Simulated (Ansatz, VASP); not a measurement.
## Two plane-wave programs on Ga

Contents of INCAR:

```
SYSTEM = Ga
PREC = Accurate
ENCUT = 520
EDIFF = 1E-7
ISMEAR = -1
SIGMA = 0.05
LREAL = .False.
LASPH = .True.
NELM = 80
ALGO = Normal
ISIF = 2
LWAVE = .False.
LCHARG = .False.
GGA = PS
NBANDS = 12
```

Contents of KPOINTS:

```
regular mesh
0
Gamma
  13 13 13
  0 0 0
```

The input POSCAR:

```
Ga
1.0
   -1.3751071731      1.3751071731      2.2957117997
    1.3751071731     -1.3751071731      2.2957117997
    1.3751071731      1.3751071731     -2.2957117997
Ga
1
Direct
    0.0000000000      0.0000000000      0.0000000000
```

Contents of input.yaml:

```yaml
crystal:
  lattice:
    - [-1.3751071731, 1.3751071731, 2.2957117997]
    - [1.3751071731, -1.3751071731, 2.2957117997]
    - [1.3751071731, 1.3751071731, -2.2957117997]
  atoms:
    - { symbol: Ga, position: [0.0, 0.0, 0.0] }
hamiltonian:
  xc: pbesol
  pseudopotentials: { kind: paw }
kpoints:
  mp_grid: { grid: [13, 13, 13] }
scf:
  occupations: { method: fermi_dirac, width: 0.05 }
output:
  forces: true
  stress: true
  eigenvalues: true
```

Change from the starting cell: volume scaled by 0.98.

Alike in both runs: task single point; functional PBEsol; k mesh 13 × 13 × 13; occupations fermi-dirac, width 0.05 eV; no spin polarisation.

```csv
,VASP,Ansatz
version,VASP 6.6.1,Ansatz 0.2.0
potentials or method,"VASP PAW PBE potentials, release 64 (Ga_d)",Ansatz PAW
plane-wave cutoff (eV),520,420
valence electrons in the cell,13,13
```

Ansatz gave:

```
gap on the k mesh at the Fermi level (eV)       : none
pressure (GPa)                                  : 1.0
largest component of the traceless stress (GPa) : 0.25
```

Q: Which values does VASP return?

A: gap on the k mesh at the Fermi level (eV): none; pressure (GPa): 1.1; largest component of the traceless stress (GPa): 0.25.

A gap of «none» marks a metal or a gap that the smearing closes.

Caveats: the PAW data sets were made with another functional, which shifts forces and pressure a little (VASP); the PAW data sets come from PBE, with cores solved anew for the run's functional, which leaves a small shift of forces and pressure (Ansatz).
